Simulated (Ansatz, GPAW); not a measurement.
# Ti: 3 runs at one level of theory

```
Ti
1.0
     2.95000    0.00000    0.00000
    -1.47500    2.55477    0.00000
     0.00000    0.00000    4.68000
Ti
2
Direct
  0.66667 0.33333 0.75000
  0.33333 0.66667 0.25000
```

Alike in all runs: task single point; functional PBE; k mesh 10 × 10 × 6; occupations gaussian, width 0.015 eV; no spin polarisation; no spin-orbit coupling. Pressure is positive in compression and, in plane waves, holds the error of the finite cutoff, which Ansatz's Pulay term estimates and takes out.

| program and potentials | plane-wave cutoff (eV) | notes | pressure (GPa) |
| --- | --- | --- | --- |
| Ansatz, Ansatz PAW | 420 | - | -1.42 |
| Ansatz, all-electron LAPW, scalar-relativistic | - | - | ? |
| GPAW, GPAW PAW data sets (gpaw-data 1.2.1) | 600 | - | -1.98 |

Task: Estimate from the other rows what the run with Ansatz, all-electron LAPW, scalar-relativistic gave.

Result: Pressure -1.43 GPa. The other rows, which needn't bracket it: pressure -1.98 to -1.42.
